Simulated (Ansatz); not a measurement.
# Na: the cost of one run

Computed with Ansatz 0.2.0 (DFT PBE, scalar-relativistic, plane waves, PAW, unless a step's input says otherwise).

**1. The system as given**

The structure is cubic, space group Im-3m (No. 229). The conventional cell has a = 4.235 Å, b = 4.235 Å, c = 4.235 Å, α = 90.00°, β = 90.00°, γ = 90.00°. Na (site symmetry m-3m) has 8 Na at 3.67 Å in its first shell of neighbours.

Coordinates:

```cif
data_structure
_symmetry_space_group_name_H-M 'P 1'
_symmetry_Int_Tables_number 1
_cell_length_a 3.6676
_cell_length_b 3.6676
_cell_length_c 3.6676
_cell_angle_alpha 109.471
_cell_angle_beta 109.471
_cell_angle_gamma 109.471
_cell_volume 37.98
loop_
_atom_site_label
_atom_site_type_symbol
_atom_site_fract_x
_atom_site_fract_y
_atom_site_fract_z
_atom_site_occupancy
Na1 Na 0.00000 0.00000 0.00000 1
```

The cell is taken as given, not relaxed at this level.

**2. Zero of energy**

Reference values: F = -1486.4184 eV; pressure -0.20 GPa; largest force 0.000 eV/Å; gap on the mesh none (metal). It was computed beforehand with the settings of the runs below.

**3. Next: a tetragonal deformation path**

At fixed volume and fractional coordinates, lengths along (0.000, 0.000, 1.000) are scaled against those across it; ρ is that ratio over its starting value.

**4. At ρ = 0.707**

input.yaml

```yaml
crystal:
  lattice:
    - [-2.3769330413, 2.3769330413, 1.6804916602]
    - [2.3769330413, -2.3769330413, 1.6804916602]
    - [2.3769330413, 2.3769330413, -1.6804916602]
  atoms:
    - { symbol: Na, position: [0.0, 0.0, 0.0] }
basis:
  ecutwfc: 420
kpoints:
  mp_grid: { grid: [18, 18, 18] }
hamiltonian:
  xc: pbe
scf:
  occupations: { method: gaussian, width: 0.15 }
output:
  forces: true
  stress: true
  eigenvalues: true
  write_density: true
  write_potential: true
  elf: true
  volumetric_format: npy
```

On the command line:

```bash
ansatz run input.yaml --threads 1 --pin off --max-ram 2560MiB --backend cpu --events-out ev --progress --plain --runs-dir out
```

What time and memory should one allow on 1 thread of Oxide Virtual Turin-like (Zen 5), shared host?

About 8.2 s, with a peak of 0.46 GiB.
